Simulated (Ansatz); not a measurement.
**Pb (element-swapped structure): how the settings move a single-point run**

Question: which choices in the input matter for Pb (element-swapped structure)?

Program: Ansatz 0.2.0. Level of theory: reference: DFT PBE, plane waves, PAW, scalar-relativistic, no spin polarisation. These are calculated values, not measurements.

### Step 1. The structure to begin with

It takes space group Fm-3m (No. 225, cubic). Conventional cell: a = 5.081 Å, b = 5.081 Å, c = 5.081 Å, α = 90.00°, β = 90.00°, γ = 90.00°. Pb (site symmetry m-3m) is surrounded by 12 Pb at 3.59 Å.

Coordinates:

```
Pb
1.0
     0.00000    2.54028    2.54028
     2.54028    0.00000    2.54028
     2.54028    2.54028    0.00000
Pb
1
Direct
  0.00000 0.00000 0.00000
```

### Step 2. The reference run

File input.yaml:

```yaml
crystal:
  lattice:
    - [0.0, 2.540285, 2.540285]
    - [2.540285, 0.0, 2.540285]
    - [2.540285, 2.540285, 0.0]
  atoms:
    - { symbol: Pb, position: [0.0, 0.0, 0.0] }
  symmetry: { tolerance: 0.0003 }
kpoints:
  mp_grid: { grid: [6, 6, 6], shift: [0, 0, 0] }
magnetization:
  spin_polarized: false
scf:
  occupations: { method: fermi_dirac }
hamiltonian:
  pseudopotentials: { kind: paw }
  xc: pbe
basis:
  ecutwfc: 420
output:
  forces: true
  stress: true
  eigenvalues: true
```

The run is started by

```console
ansatz run input.yaml --threads 1 --pin off --max-ram 2560MiB --backend cpu --events-out ev --progress --plain --runs-dir out
```

### Step 3. Variant: mp_grid.shift [0.5, 0.5, 0.5], chi_scale 0.3

Edit input.yaml of step 2 so:

```diff
@@ -9,3 +9,3 @@
 kpoints:
-  mp_grid: { grid: [6, 6, 6], shift: [0, 0, 0] }
+  mp_grid: { grid: [6, 6, 6], shift: [0.5, 0.5, 0.5] }
 magnetization:
@@ -14,2 +14,3 @@
   occupations: { method: fermi_dirac }
+  initial_density: { chi_scale: 0.3 }
 hamiltonian:
```

### Step 4. Variant: preconditioner local_kerker

Edit input.yaml of step 2 so:

```diff
@@ -14,2 +14,3 @@
   occupations: { method: fermi_dirac }
+  mixing: { preconditioner: local_kerker }
 hamiltonian:
```

### Step 5. Changing settings: mp_grid.shift [0.5, 0.5, 0.5], occupations.width 0.025, chi_scale 0.0

Edit input.yaml of step 2 so:

```diff
@@ -9,3 +9,3 @@
 kpoints:
-  mp_grid: { grid: [6, 6, 6], shift: [0, 0, 0] }
+  mp_grid: { grid: [6, 6, 6], shift: [0.5, 0.5, 0.5] }
 magnetization:
@@ -13,3 +13,4 @@
 scf:
-  occupations: { method: fermi_dirac }
+  occupations: { method: fermi_dirac, width: 0.025 }
+  initial_density: { chi_scale: 0.0 }
 hamiltonian:
```

### Step 6. A run with other settings

Edit input.yaml of step 2 so:

```diff
@@ -13,3 +13,4 @@
 scf:
-  occupations: { method: fermi_dirac }
+  occupations: { method: methfessel_paxton, width: 2.0 }
+  max_iter: 75
 hamiltonian:
```

(Steps that only read results are left out.)

Before running it: what results should come out? Wanted: for each run, ending; energy change; pressure; gap; force.

The runs gave:

```tsv
run	ending	energy change	pressure (GPa)	gap (eV)	force (eV/Å)	cycles	time
reference	converged	0	0.1	0.00	0.00	6	0.59 s
1: mp_grid.shift [0.5, 0.5, 0.5], chi_scale 0.3	converged	-84.2 meV/atom	-1.0	0.00	0.00	6	0.86 s
2: preconditioner local_kerker	converged	0.0 meV/atom	0.1	0.00	0.00	6	0.58 s
3: mp_grid.shift [0.5, 0.5, 0.5], occupations.width 0.025, chi_scale 0.0	converged	-90.5 meV/atom (σ→0)	-0.9	0.00	0.00	6	0.83 s
4: occupations.method methfessel_paxton, occupations.width 2.0	converged	-55.5 meV/atom (σ→0)	-1.0	0.00	0.00	5	0.58 s
```

Residual by cycle in the longest SCF loop of each run; runs are numbered as in the table. The quantity is the density residual dr2, in eV.

```tsv
cycle	reference	run 1	run 2	run 3	run 4
1	7.6e-4	0.0293	7.6e-4	0.0299	5.5e-5
2	3.3e-4	0.012	2.6e-4	0.00266	1.4e-5
3	6.5e-5	1.1e-4	2.3e-5	2.8e-4	2.2e-6
4	3.3e-6	6.3e-6	2.1e-6	1.3e-6	2.2e-7
5	2.7e-8	2.5e-8	6.2e-9	1.9e-8	2.4e-8
6	8.3e-10	2.2e-9	3.6e-10	6.6e-11	-
```

No change moves the result by more than the table shows.

The reference is no final answer either: its mesh is coarse for a cell with so small a gap or none; the structure is made up and not relaxed.
